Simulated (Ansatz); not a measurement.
From three elastic constants to directional properties of CaO

Method: DFT PBEsol, scalar-relativistic, plane waves, PAW (Ansatz 0.2.0). Cutoff 420 eV, 8×8×8 k-points (Γ-centred), fixed occupations. No spin polarisation.

The cell is fixed (symmetry leaves no force on the atoms) and stands under -0.2 GPa:
```
CELL_PARAMETERS angstrom
0.00000 2.38470 2.38470
2.38470 0.00000 2.38470
2.38470 2.38470 0.00000
ATOMIC_POSITIONS crystal
Ca 0.00000 0.00000 0.00000
O 0.50000 0.50000 0.50000
```

The cell is the ideal cubic rocksalt prototype.

With ions relaxed, on the cubic axes: C11 = 226.5, C12 = 59.0, C44 = 77.4 GPa. The density is 3.433 g/cm³. Zone-centre modes weren't checked beside this run.

Task: Is the crystal stable against strain, and how anisotropic is it?

Result: Born's conditions hold: C11 + 2C12 = 344.4, C11 − C12 = 167.6 and C44 = 77.4 GPa are all positive. B = (C11 + 2C12)/3 = 114.8 GPa. The two shear moduli are C44 and C′ = (C11 − C12)/2 = 83.8 GPa, so Zener's ratio is A = C44/C′ = 0.92: nearly isotropic. The Cauchy pressure C12 − C44 is -18.4 GPa; it would vanish for pair forces between atoms on inversion centres at zero pressure, and a negative value is usual with directional bonding, though many-body forces give one in some ionic oxides too.

Task: Give the sound speeds along the three symmetry directions.

Result: The Christoffel equation gives ρv² for each branch:
| direction | branch | ρv² | GPa | v (m/s) |
| --- | --- | --- | --- | --- |
| [100] | L | C11 | 226.5 | 8123 |
| [100] | T (×2) | C44 | 77.4 | 4747 |
| [110] | L | (C11 + C12 + 2C44)/2 | 220.1 | 8007 |
| [110] | T, u ∥ [001] | C44 | 77.4 | 4747 |
| [110] | T, u ∥ [1-10] | (C11 − C12)/2 | 83.8 | 4940 |
| [111] | L | (C11 + 2C12 + 4C44)/3 | 218.0 | 7968 |
| [111] | T (×2) | (C11 − C12 + C44)/3 | 81.6 | 4877 |

Task: How does Young's modulus depend on direction?

Result: Inverting gives S11 = 4.946, S12 = -1.022, S44 = 12.925 TPa⁻¹. Along a unit vector (l, m, n), 1/E = S11 − 2(S11 − S12 − S44/2)(l²m² + m²n² + n²l²), where the last bracket is 0, 1/4 and 1/3 for [100], [110] and [111]: E = 202, 193 and 190 GPa. With A < 1 the cube edge is stiffest. For a film on (001), the biaxial modulus is C11 + C12 − 2C12²/C11 = 255 GPa and the normal strain is −2C12/C11 = -0.52 times the in-plane one.

Cost: 1 run of about 0.067 core-minutes, on Intel Xeon 6975P-C (Granite Rapids) (shared hosts).